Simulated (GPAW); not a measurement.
The system is MoP.

```
Mo P
1.0
     3.22300    0.00000    0.00000
    -1.61150    2.79120    0.00000
     0.00000    0.00000    3.19100
Mo P
1 1
Cartesian
  0.0000 0.0000 0.0000
  0.0000 1.8608 1.5955
```

| Property | Result |
| --- | --- |
| Program | GPAW 26.7.0 |
| Task | relaxation of cell and atoms |
| Functional | AM05 |
| Potentials or basis | PAW data sets generated in the run's folder for this functional |
| Cutoff | 600 eV |
| Basis | pw |
| k mesh | 7 × 7 × 6 |
| Occupations | fermi-dirac, width 0.05 eV |
| Spin | no spin polarisation |

At the start: pressure -5.0 GPa; volume 14.35 Å³/atom.

Q: How do energy, volume and symmetry change on relaxing?

A: Over 9 steps the energy falls by 4.9 meV/atom and the volume is 14.06 Å³/atom (-2.1 %); space group P-6m2 (No. 187, to 0.05 Å).

The path:
| step | energy change (eV) | largest force (eV/Å) | pressure (GPa) | volume (Å³) |
| --- | --- | --- | --- | --- |
| 1 | 0.0000 | 0.0000 | -5.02 | 28.71 |
| 2 | -0.0052 | 0.0000 | -3.46 | 28.51 |
| 3 | -0.0095 | 0.0000 | -0.73 | 28.19 |
| 4 | -0.0076 | 0.0000 | 2.39 | 27.85 |
| 5 | -0.0079 | 0.0000 | 2.19 | 27.87 |
| 6 | -0.0085 | 0.0000 | 1.80 | 27.91 |
| 7 | -0.0091 | 0.0000 | 1.27 | 27.97 |
| 8 | -0.0095 | 0.0000 | 0.63 | 28.04 |
| 9 | -0.0097 | 0.0000 | -0.05 | 28.11 |

Final structure:
```xyz
2
Lattice="3.2032 0.0000 0.0000 -1.6016 2.7741 0.0000 0.0000 0.0000 3.1637" Properties=species:S:1:pos:R:3 pbc="T T T"
Mo    0.0000    0.0000    0.0000
P     0.0000    1.8494    1.5819
```

Caveat: later steps reuse the first step's grids.
